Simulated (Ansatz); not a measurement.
# 2H-CrOS bilayer (2H stacking) in a perpendicular field, part 2 of 2

Aim: how the 2H-CrOS bilayer (2H stacking) screens a field along its normal, and what the field does to its bands. A positive field points along +c.

Ansatz 0.2.0; plane-wave DFT, PBE-D3(BJ), Ansatz PAW (the session's first sound run).

So far. Step 8 (Single point, field 0.3 V/Å): The dipole is 0.00332 e·Å, 0.110 e·Å from its value without field.

**9. Response, atoms held (continued)**

Local field over the applied field, running mean. From the potentials at -0.05 and 0.05 V/Å; running mean over 2.5 Å. Local field over applied field against z:

```
z (Å)  local field over applied field
  4.5                           0.999
  5.0                           0.997
  5.5                           0.990
  6.0                           0.969
  6.5                           0.917
  7.0                           0.806
  7.5                           0.646
  8.0                           0.469
  8.5                           0.289
  9.0                           0.148
  9.5                          0.0666
 10.0                          0.0293
 10.5                          0.0157
 11.0                          0.0177
 11.5                          0.0169
 12.0                          0.0156
 12.5                          0.0194
 13.0                          0.0194
 13.5                          0.0167
 14.0                         0.00998
 14.5                         0.00693
 15.0                         0.00775
 15.5                          0.0136
 16.0                          0.0505
 16.5                           0.130
 17.0                           0.271
 17.5                           0.447
 18.0                           0.634
 18.5                           0.797
 19.0                           0.918
 19.5                           0.974
 20.0                           0.993
 20.5                           0.998
 21.0                           0.999
 21.5                           1.000
 22.0                           1.000
```

The induced electron density oscillates, so the rows of the table below give means over windows of 1 Å about each position, cut where the curve ends. Its maxima inside the range that stand out by 2 % of the span (Å: e/Å³ per V/Å): 8.0: 0.00376, 9.1: 0.00128, 10.6: 0.00184, 11.3: 2.1e-4, 13.6: 1.9e-4, 15.6: 2.1e-4, 16.4: 4.8e-4, 17.1: -9.1e-4. Its minima: 8.8: 8.4e-4, 10.1: -0.00113, 11.0: -6.4e-4, 12.2: -2.4e-4, 15.3: -5.5e-4, 15.9: -4.0e-4, 16.8: -0.00255, 17.7: -0.00423.

Electrons, planar mean, per unit field. The induced electron density by z; means over each step:

```
z (Å)  induced electron density (e/Å³ per V/Å)
    5                                   1.6e-5
    6                                   1.7e-4
    7                                  0.00124
    8                                  0.00312
    9                                  0.00103
   10                                  -2.9e-4
   11                                   2.2e-4
   12                                  -1.2e-4
   13                                   3.5e-5
   14                                   1.4e-4
   15                                  -1.4e-4
   16                                   2.4e-5
   17                                 -0.00202
   18                                 -0.00292
   19                                  -4.5e-4
   20                                  -3.6e-5
   21                                  -2.4e-6
   22                                  -2.6e-7
```

By hand: between -0.05 and 0.05 V/Å the dipole changes by 0.03655 e·Å, a slope of 0.3655 e·Å²/V. A perfect conductor of thickness t has p = ε₀AEt, so t = 180.95 × 0.3655 / 6.852 = 9.65 Å (e/ε₀ = 180.95 V·Å, A in Å²).

The induced dipole is that of a conductor 9.65 Å thick.

**10. The same run with other settings: efield.amplitude = 0.2**

This step: plane-wave DFT, PBE-D3(BJ), Ansatz PAW (Ansatz 0.2.0).

A run with a changed input: it repeats the earlier run at 0.05 V/Å with efield.amplitude from 0.05 to 0.2.

input.yaml

```yaml
crystal:
  lattice:
    - [2.8128241476, 0.0, 0.0]
    - [-1.4064120738, 2.4359771682, 0.0]
    - [0.0, 0.0, 26.0570687707]
  atoms:
    - { symbol: S, position: [0.3333333333, 0.6666666667, 0.3453957189] }
    - { symbol: Cr, position: [0.0, 0.0, 0.4051160634] }
    - { symbol: O, position: [0.3333333333, 0.6666666667, 0.4463148169] }
    - { symbol: S, position: [0.0, 0.0, 0.5539152956] }
    - { symbol: Cr, position: [0.3333333333, 0.6666666667, 0.6139361897] }
    - { symbol: O, position: [0.0, 0.0, 0.6546042811] }
kpoints:
  mp_grid: { grid: [18, 18, 1] }
  band_path:
    path: [[0, 0, 0], [0.5, 0, 0], [0.33333333, 0.33333333, 0], [0, 0, 0]]
    npoints: 16
hamiltonian:
  xc: pbe
  dispersion: d3bj
scf:
  occupations: { method: fermi_dirac, width: 0.02585 }
  convergence: { dr2_threshold: 1.0e-10 }
efield:
  axis: 3
  dipole_correction: true
  ramp_position: 0.97
  ramp_width: 0.06
  amplitude: 0.2
output:
  write_potential: true
  write_density: true
  volumetric_format: npy
```

Started as:

```bash
> ansatz run input.yaml --threads 2 --pin off --max-ram 3072MiB --backend cpu --events-out ev --progress --plain --runs-dir out
```

Wall time 52 s (2 threads of Arm Neoverse N1, shared host); peak memory 0.5 GiB.

This step gave:

* energy at zero smearing: -9697.4848 eV
* dipole along the normal: -0.03330 e·Å

Electronic bands along the path, in eV, zero at the Fermi level:

```
  point  band 23  band 24  band 25  band 26  band 27  band 28  band 29  band 30
      Γ    -1.63    -1.63    -0.37     0.16     1.12     1.12     1.70     1.70
halfway    -2.52    -2.03    -1.36    -0.77     0.52     0.90     1.04     1.46
      M    -2.37    -1.81    -1.57    -0.97     0.39     0.41     0.89     0.91
halfway    -3.18    -2.52    -1.38    -0.84     0.14     0.59     0.85     1.37
      K    -3.20    -2.52    -1.40    -0.91    -0.07     0.37     1.13     1.40
halfway    -2.81    -2.31    -1.40    -0.83     0.37     0.78     0.87     1.26
      Γ    -1.63    -1.63    -0.37     0.16     1.12     1.12     1.70     1.70
```

```
                     quantity  this run  earlier run  difference
dipole along the normal (e·Å)  -0.03330     -0.08818       0.055
```

The applied field differs, and the slope found earlier predicts a dipole of -0.0333 e·Å; this run gives -0.0333 e·Å, in line with it.

**11. Varying the input**

This step: plane-wave DFT, PBE-D3(BJ), Ansatz PAW, but for the change named below (Ansatz 0.2.0).

Another changed input: it repeats the earlier run at 0.05 V/Å with hamiltonian.pseudopotentials to kind: paw, source: jth.

input.yaml: that of step 10 with these lines changed.

```diff
@@ -20,2 +20,3 @@
   dispersion: d3bj
+  pseudopotentials: { kind: paw, source: jth }
 scf:
@@ -28,3 +29,3 @@
   ramp_width: 0.06
-  amplitude: 0.2
+  amplitude: 0.05
 output:
```

Run time: 5.8 min. Hardware: 2 threads; peak memory 1.8 GiB.

Numbers from this step:

```
energy at zero smearing : -9696.2239 eV
dipole along the normal : -0.08898 e·Å
```

The electronic bands at the labelled points (eV, zero at the Fermi level):

```
  point  band 23  band 24  band 25  band 26  band 27  band 28  band 29  band 30
      Γ    -1.64    -1.64    -0.36     0.15     1.14     1.14     1.70     1.70
halfway    -2.51    -2.02    -1.34    -0.78     0.53     0.92     1.04     1.46
      M    -2.33    -1.79    -1.55    -0.96     0.40     0.42     0.88     0.90
halfway    -3.15    -2.52    -1.36    -0.84     0.14     0.58     0.87     1.36
      K    -3.18    -2.53    -1.39    -0.91    -0.07     0.36     1.15     1.42
halfway    -2.80    -2.30    -1.39    -0.83     0.38     0.79     0.86     1.26
      Γ    -1.64    -1.64    -0.36     0.15     1.14     1.14     1.70     1.70
```

```
                     quantity  this run  earlier run  difference
dipole along the normal (e·Å)  -0.08898     -0.08818     -8.1e-4
```

It moves by -0.000807 e·Å.

Of the bands kept, 2 cross the Fermi level on this path.

**12. Outcome**

| Item | Value |
| --- | --- |
| gap without field | none |
| work function, upper face | 7.05 eV |
| step between the vacuum levels | 2.81 eV |
| equivalent conductor thickness, atoms held | 9.65 Å |

In words: The induced dipole equals that of a perfect conductor 9.65 Å thick, while the outer atoms lie 8.06 Å apart. The two faces differ: the vacuum level above lies 2.81 eV higher than the one below. There is no gap over 0.03 eV, with or without the field. The main runs have no spin polarisation; a magnetic state could lie lower and would change these results.

[Logs are printed without paths, hosts, clocks, repeated set-up lines and the standing remarks that a program may print on its own settings, such as how far it seeks lower states.]

[Hosts, paths, dates, database ids (printed as entryN), source tags and the programs' standing remarks are cut or masked in the printed files.]

[Maps of the electrostatic potential energy from Ansatz leave out the sawtooth potential of an applied field or a dipole correction, so their vacuum need not be flat; planar profiles and work functions include it.]
